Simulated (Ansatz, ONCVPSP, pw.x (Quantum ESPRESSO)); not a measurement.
**boron: one change to the ONCV potential, in the atom and in the sc crystal**

boron (B), optimised norm-conserving Vanderbilt (ONCV), made with ONCVPSP 4.0.1.1 (patched build) (PBE, scalar-relativistic). Core [He], reference 2s1.5 2p1.5. Waves: 2s: rc 1.30 bohr, ncon 4, nbas 7, qcut 5.5 1/bohr, 1 projector; 2p: rc 2.70 bohr, ncon 3, nbas 7, qcut 6.2 1/bohr, 1 projector; d scattering state at 0.22 Ha: rc 2.35 bohr, ncon 3, nbas 7, qcut 4.3 1/bohr, 2 projectors, debl 1.6 Ha. Local part: polynomial inside 1.05 bohr (lpopt 1, dvloc0 0 Ha). Core correction: Teter function, fcfact 5.25, rcfact 1.15.

Change: p: rc 1.98.

Cutoffs, loose and tight: the cutoffs (Ha) at which the residual kinetic energy of the hardest occupied pseudo-wave falls to 1 and 0.1 mHa per electron. They do not see the model core or the augmentation charge, which bear on the density cutoff. Test errors are all-electron minus pseudo excitation energies from the reference, over the configurations 2s2 2p1; 2s2 2p0; 2s1 2p0; 2s1 2p1; variants that change the core or the reference have their own tests.

Crystal test: sc B in pw.x 7.5, no spin, 17³ k-points, Fermi–Dirac smearing 0.01 Ry, cutoffs set for each file from its atomic test. The reference is all-electron LAPW (Ansatz 0.2.0) with the same functional, mesh and smearing; V0 and B0 come from Birch–Murnaghan fits to the pressures at five volumes. Errors are pseudo minus all-electron; Δ is the rms difference of the E(V) curves that follow from these fits, minima aligned, over ±6 % about the mean V0. Mesh and smearing are coarse, so the numbers serve the comparison and aren't converged zero-temperature values; the lattice is a test structure that the element need not adopt.

All-electron: a0 = 1.886 Å (V0 = 6.71 Å³/atom), B0 = 233.9 GPa.

Task: Does the change bring the crystal closer to the all-electron result?

Result: The mean pressure error goes from -5.30 to -2.86 GPa, so the change moves the solid closer to the all-electron pressures.

```
                       quantity       base    changed
                 outcome (atom)  generated  generated
           cutoff, loose (atom)      12 Ha      12 Ha
           cutoff, tight (atom)      18 Ha      18 Ha
            bound ghosts (atom)       none       none
largest test error (meV) (atom)       +244       +166
           cutoffs in pw.x (Ry)     50/200     50/200
                         a0 (Å)      1.871      1.878
                   a0 error (%)      -0.81      -0.42
                   B0 error (%)       -3.8       -1.5
                   Δ (meV/atom)        8.2        4.3
      mean pressure error (GPa)      -5.30      -2.86
```

Base: The largest radius (2.70 bohr) exceeds half the bond length (1.78 bohr), so the spheres overlap, which is one possible source of error among others. This is a poor potential for the solid. Changed file: The largest radius (2.35 bohr) exceeds half the bond length (1.78 bohr), so the spheres overlap, which is one possible source of error among others.
